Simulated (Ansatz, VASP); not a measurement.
**HfB: VASP beside Ansatz**

```xyz
2
Lattice="0.0000 2.3253 2.3253 2.3253 0.0000 2.3253 2.3253 2.3253 0.0000" Properties=species:S:1:pos:R:3 pbc="T T T"
Hf    2.3253    2.3253    2.3253
B     0.0000    0.0000    0.0000
```

Alike in both runs: task single point; functional r2SCAN; k mesh 10 × 10 × 10; occupations fermi-dirac, width 0.05 eV; no spin polarisation.

|  | VASP | Ansatz |
| --- | --- | --- |
| version | VASP 6.6.1 | Ansatz 0.2.0 |
| potentials or method | VASP PAW PBE potentials, release 64 (Hf_pv, B) | Ansatz PAW |
| plane-wave cutoff (eV) | 520 | 500 |
| valence electrons in the cell | 13 | 29 |

Ansatz gave:

```
gap on the k mesh at the Fermi level (eV) : none
pressure (GPa)                            : 23.6
```

Q: What did VASP give for the same quantities?

A: gap on the k mesh at the Fermi level (eV): none; pressure (GPa): 24.2.

A gap of «none» marks a metal or a gap that the smearing closes. The two sets of potentials don't hold the same shells in valence.

Caveats: so large a pressure means that the cell lies far from this level's equilibrium, or that cutoff or potentials fall short (VASP); the potentials were made for another functional, which shifts forces and pressure (VASP); the PAW data sets come from PBE, with cores solved anew for the run's functional, which leaves a small shift of forces and pressure (Ansatz). The runs have no spin-orbit coupling, so splittings on Hf are missing.
